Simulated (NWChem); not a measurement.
# wB97X/6-31G(d) (spherical functions) run of C3H9N (propylamine)

Aim: the vertical ionisation energy of C3H9N (propylamine) at wB97X/6-31G* (spherical functions), from 2 runs. 

The results are computed with NWChem 7.3.0.

## 1. The structure to begin with

C3H9N: 13 atoms, total charge 0, spin state singlet. SMILES: `CCCN`. The shape is that of a PBE0-D4/def2-TZVP optimisation. This is one conformer, not always the lowest.

Bond lengths: C1–C2 1.519 Å, C2–C3 1.526 Å, C3–N4 1.453 Å, C1–H5 1.092 Å, C1–H6 1.094 Å, C1–H7 1.093 Å, C2–H8 1.097 Å, C2–H9 1.096 Å, C3–H10 1.096 Å, C3–H11 1.095 Å, N4–H12 1.013 Å, N4–H13 1.012 Å. Some angles: C1–C2–C3 113.6°, C2–C3–N4 116.6°, C1–C2–H8 109.8°, C1–C2–H9 109.6°, C3–C2–H8 108.9°, C3–C2–H9 108.5°, C2–C1–H5 111.5°, C2–C1–H6 111.0°, C2–C1–H7 111.6°, C2–C3–H10 109.2°.

## 2. A single-point energy at wB97X/6-31G(d) (spherical functions)

Input file c3h9n.nw:

```
start c3h9n
title "C3H9N"
memory total 2200 mb

geometry noautosym nocenter noautoz
C       -1.377900       0.221800       0.509700
C       -0.298300      -0.788700       0.163000
C        1.099100      -0.182300       0.067600
N        1.304000       0.822500      -0.961500
H       -2.359000      -0.251500       0.588100
H       -1.167200       0.709300       1.466500
H       -1.456900       1.003200      -0.251000
H       -0.539700      -1.277600      -0.788900
H       -0.282600      -1.582700       0.918600
H        1.361700       0.270300       1.030600
H        1.826800      -0.983100      -0.098000
H        1.066200       0.451400      -1.873800
H        0.709100       1.626300      -0.805800
end

basis spherical bse
* library 6-31G*
end

dft
xc wb97x
grid coarse
convergence energy 1e-08
maxiter 100
mulliken
noprint "final vectors analysis"
end

task dft energy
```

Command:

```
$ nwchem c3h9n.nw > c3h9n.out
```

The program printed, shortened:

```text
[...]
          Wavefunction type:  closed shell.
          No. of atoms     :    13
          No. of electrons :    34
[...]
          Charge           :     0
          Spin multiplicity:     1
[...]
          AO basis - number of functions:    74
[...]
              XC Information
              --------------
                       wb97x  Method XC Functional
                     Hartree-Fock (Exact) Exchange  1.000
                         wb97x Exchange Functional  1.000
                      wb97x Correlation Functional  1.000
[...]
 d= 0,ls=0.0,diis     1   -174.3882844755 -3.08D+02  6.55D-03  3.59D-01     8.3
[...]
 d= 0,ls=0.0,diis     9   -174.4329284123 -5.65D-09  2.89D-06  4.53D-09    69.3
         Total DFT energy =     -174.432928412304
      One electron energy =     -498.410241387978
           Coulomb energy =      216.910171394389
    Exchange-Corr. energy =      -26.567601952965
 Nuclear repulsion energy =      133.634743534250
[...]
      Total Density - Mulliken Population Analysis
     ---------------------------------------------
    Atom       Charge   Shell Charges
 -----------   ------   -------------------------------------------------------
    1 C    6     6.48   2.00  0.65  2.12  0.63  1.05  0.04
    2 C    6     6.29   2.00  0.65  2.10  0.59  0.92  0.04
    3 C    6     6.16   2.00  0.66  2.07  0.55  0.82  0.06
    4 N    7     7.73   2.00  0.77  2.50  0.84  1.59  0.03
    5 H    1     0.84   0.52  0.31
    6 H    1     0.84   0.52  0.32
    7 H    1     0.86   0.52  0.33
    8 H    1     0.86   0.53  0.34
    9 H    1     0.85   0.53  0.33
   10 H    1     0.85   0.53  0.32
[...]
```

It took 70 s on 1 thread of Intel Xeon Platinum 8175M at 2.50GHz (Skylake/Cascade Lake), shared host; peak memory 0.11 GiB.

## 3. The doublet cation at the same level

Input file nw.nw:

```
start nw
title "C3H9N wB97X"
memory 2200 mb
charge 1
geometry units angstrom noautosym nocenter noautoz
 C     -1.377900     0.221800     0.509700
 C     -0.298300    -0.788700     0.163000
 C      1.099100    -0.182300     0.067600
 N      1.304000     0.822500    -0.961500
 H     -2.359000    -0.251500     0.588100
 H     -1.167200     0.709300     1.466500
 H     -1.456900     1.003200    -0.251000
 H     -0.539700    -1.277600    -0.788900
 H     -0.282600    -1.582700     0.918600
 H      1.361700     0.270300     1.030600
 H      1.826800    -0.983100    -0.098000
 H      1.066200     0.451400    -1.873800
 H      0.709100     1.626300    -0.805800
end
basis spherical bse
 * library 6-31G*
end
dft
 xc wb97x
 mult 2
 grid coarse
 convergence energy 1e-08
 iterations 100
 mulliken
 print low
end
task dft energy
```

Command:

```
$ nwchem nw.nw > nw.out
```

The program printed, shortened:

```text
[...]
 d= 0,ls=0.0,diis     1   -174.0187654047 -3.08D+02  4.27D-03  1.59D-01     7.3
[...]
 d= 0,ls=0.0,diis    13   -174.0960352390 -4.12D-09  2.60D-07  8.89D-11    93.6
[...]
         Total DFT energy =     -174.096035239014
      One electron energy =     -489.892518446547
           Coulomb energy =      208.378455096817
    Exchange-Corr. energy =      -26.216715423535
 Nuclear repulsion energy =      133.634743534250
[...]
      Total Density - Mulliken Population Analysis
     ---------------------------------------------
    Atom       Charge   Shell Charges
 -----------   ------   -------------------------------------------------------
    1 C    6     6.51   2.00  0.65  2.13  0.66  1.04  0.03
    2 C    6     6.34   2.00  0.66  2.09  0.63  0.92  0.04
    3 C    6     6.28   2.00  0.67  2.09  0.61  0.86  0.05
    4 N    7     7.40   2.00  0.81  2.43  0.85  1.28  0.04
    5 H    1     0.75   0.51  0.24
    6 H    1     0.79   0.52  0.28
    7 H    1     0.84   0.52  0.32
    8 H    1     0.78   0.52  0.26
    9 H    1     0.73   0.51  0.23
   10 H    1     0.73   0.51  0.22
[...]
      <S2> =      0.7550 (Exact =     0.7500)
[...]
```

Run time: 94 s. Hardware: 1 thread of Intel Xeon Platinum 8175M at 2.50GHz (Skylake/Cascade Lake), shared host; peak memory 0.11 GiB.

## 4. Results

At wB97X/6-31G* (spherical functions):

| quantity | value |
| --- | --- |
| singlet C3H9N: total energy | -174.43293 Eh |
| singlet C3H9N: dipole moment | 1.45 D |
| doublet cation: total energy | -174.09604 Eh |
| doublet cation: ⟨S²⟩ | 0.755 |
| vertical ionisation energy (to the doublet cation) | 9.167 eV |

Removing an electron at fixed nuclei costs 9.17 eV (885 kJ/mol). Mulliken charges (singlet C3H9N) run from -0.73 on N4 to +0.31 on H13; they depend strongly on the basis.
